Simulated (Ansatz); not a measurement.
Crystal: Al3Cu.

```
Cu Al
1.0
     3.92415    0.00000    0.00000
     0.00000    3.92415    0.00000
     0.00000    0.00000    3.92415
Cu Al
1 3
Direct
  0.00000 0.00000 0.00000
  0.50000 0.50000 0.00000
  0.50000 0.00000 0.50000
  0.00000 0.50000 0.50000
```

The cell comes from a database or a generator and needn't be the stable form of this composition.

Base run:

```yaml
Program: Ansatz 0.2.0
Functional: LDA
Potentials_or_basis: all-electron LAPW, scalar-relativistic
Cutoff: 179 eV
Density_cutoff: 716 eV
Basis_error_allowed: 0.002 eV/atom
k_mesh: 7 × 7 × 7
Occupations: fermi-dirac, width 0.05 eV
Spin: no spin polarisation
```

Its results: pressure -5.2 GPa.

Problem. The run is repeated on the same cell with these changes: functional from LDA to PBEsol. What comes out?

Solution. Pressure -2.5 GPa.

PBEsol binds less tightly than LDA, so the same cell stands under more pressure.

Not every run made on this cell is shown here.
